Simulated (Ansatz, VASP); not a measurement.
Two plane-wave programs on Ca

File INCAR:

```
SYSTEM = Ca
PREC = Accurate ; ENCUT = 520
EDIFF = 1E-6 ; ISMEAR = 0
SIGMA = 0.1 ; LREAL = .False.
LASPH = .True. ; NELM = 100
ALGO = Fast ; ISIF = 2
LWAVE = .False. ; LCHARG = .True.
GGA = PS ; LELF = .True.
LVHAR = .True. ; NBANDS = 17
```

KPOINTS

```
Automatic mesh
0
Gamma
  10 10 10
  0 0 0
```

The input POSCAR:

```
Ca
1.0
    4.2409700794      0.0000000000      0.0000000000
    0.0000000000      4.2409700794      0.0000000000
    0.0000000000      0.0000000000      4.2199675095
Ca
2
Direct
    0.0000000000      0.0000000000      0.5000000000
    0.5000000000      0.5000000000      0.0000000000
```

Input for Ansatz:

```yaml
crystal:
  lattice:
    - [4.2409700794, 0.0, 0.0]
    - [0.0, 4.2409700794, 0.0]
    - [0.0, 0.0, 4.2199675095]
  atoms:
    - { symbol: Ca, position: [0.0, 0.0, 0.5] }
    - { symbol: Ca, position: [0.5, 0.5, 0.0] }
basis:
  ecutwfc: 420
kpoints:
  mp_grid: { grid: [10, 10, 10] }
hamiltonian:
  xc: pbesol
scf:
  occupations: { method: gaussian, width: 0.1 }
output:
  forces: true
  stress: true
  eigenvalues: true
```

Change from the starting cell: equal strain along all axes, cell held, atoms relaxed: -2.0 %.

Alike in both runs: task single point; functional PBEsol; k mesh 10 × 10 × 10; occupations gaussian, width 0.1 eV; no spin polarisation.

|  | VASP | Ansatz |
| --- | --- | --- |
| version | VASP 6.6.1 | Ansatz 0.2.0 |
| potentials or method | VASP PAW PBE potentials, release 64 (Ca_sv) | scalar-relativistic, plane waves, PAW |
| plane-wave cutoff (eV) | 520 | 420 |
| valence electrons in the cell | 20 | 20 |

|  | VASP | Ansatz | Ansatz less VASP |
| --- | --- | --- | --- |
| gap on the k mesh at the Fermi level (eV) | none | none | - |
| pressure (GPa) | 1.1 | 1.1 | 0.00 |

A gap of «none» marks a metal or a gap that the smearing closes.

Caveats: the PAW data sets were made with another functional, which shifts forces and pressure a little (VASP).
